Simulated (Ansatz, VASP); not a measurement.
This is a calculation of CaO for VASP 6.6.1.

The input POSCAR:

```
CaO
1.0
    0.0000000000      2.4035556960      2.4035556960
    2.4035556960      0.0000000000      2.4035556960
    2.4035556960      2.4035556960      0.0000000000
Ca O
1 1
Direct
    0.0000000000      0.0000000000      0.0000000000
    0.5000000000      0.5000000000      0.5000000000
```

Contents of INCAR.step1:

```
SYSTEM = CaO
PREC = Accurate
ENCUT = 520
EDIFF = 1E-5
ISMEAR = -1
SIGMA = 0.05
LREAL = .False.
LASPH = .True.
NELM = 80
ALGO = Normal
ISIF = 2
LWAVE = .True.
LCHARG = .False.
GGA = PE
```

The input INCAR.step2:

```
SYSTEM = CaO
PREC = Accurate
ENCUT = 520
EDIFF = 1E-7
ISMEAR = -1
SIGMA = 0.05
LREAL = .False.
LASPH = .True.
NELM = 80
ALGO = Normal
ISIF = 2
LWAVE = .False.
LCHARG = .False.
GGA = PE
LHFCALC = .True.
HFSCREEN = 0.2
AEXX = 0.2
PRECFOCK = Fast
ISTART = 1
```

The input KPOINTS:

```
Automatic mesh
0
Gamma
  5 5 5
  0 0 0
```

Potentials or basis: VASP PAW PBE potentials, release 64 (Ca_sv, O).

Command:

```bash
$ cat potpaw_PBE.64/Ca_sv/POTCAR potpaw_PBE.64/O/POTCAR > POTCAR
$ cp INCAR.step1 INCAR
$ mpirun -np 1 vasp_std > vasp.out
$ cp INCAR.step2 INCAR
$ mpirun -np 1 vasp_std > vasp.out
```

**Question.** Set up the same calculation for Ansatz 0.2.0. Potentials there: Ansatz PAW.

**Answer.** As run (the cutoff follows the program's own potentials):

The input input.yaml:

```yaml
crystal:
  lattice:
    - [0.0, 2.403555696, 2.403555696]
    - [2.403555696, 0.0, 2.403555696]
    - [2.403555696, 2.403555696, 0.0]
  atoms:
    - { symbol: Ca, position: [0.0, 0.0, 0.0] }
    - { symbol: O, position: [0.5, 0.5, 0.5] }
hamiltonian:
  xc: { exchange: pbe, correlation: pbe, exx: { coeff: 0.2, omega: 0.2 } }
  pseudopotentials: { kind: paw }
kpoints:
  mp_grid: { grid: [5, 5, 5] }
scf:
  occupations: { method: fermi_dirac, width: 0.05 }
output:
  forces: true
  stress: true
  eigenvalues: true
```

Potentials or basis: Ansatz PAW.

Run with:

```console
$ ansatz run input.yaml --threads 2 --pin off --max-ram 5632MiB --backend cpu --events-out ev --progress --plain --runs-dir out
```

Both were run:

|  | VASP | Ansatz | Ansatz less VASP |
| --- | --- | --- | --- |
| gap on the k mesh at the Fermi level (eV) | 5.17 | 5.19 | +0.017 |
| least direct gap on the mesh (eV) | 5.58 | 5.59 | +0.016 |
| pressure (GPa) | 0.5 | -0.2 | -0.69 |

The functional is the same, so the differences come from potentials, cutoffs and numerics.

Caveats: the k mesh is coarse (spacing up to 0.45 Å⁻¹), so the values aren't converged, least of all with exact exchange; the PAW data sets were made with another functional, which shifts forces and pressure a little (VASP); an odd mesh through Γ misses points on the zone boundary, where band edges often lie (VASP); odd divisions of the mesh miss points on the zone boundary, where band edges often lie, so the gap on the mesh can be too wide (Ansatz); the pressure holds a Pulay correction of +0.3 GPa for the finite cutoff (Ansatz); the PAW data sets come from PBE, with cores solved anew for the run's functional, which leaves a small shift of forces and pressure (Ansatz); the thresholds are loose for stress (Ansatz).
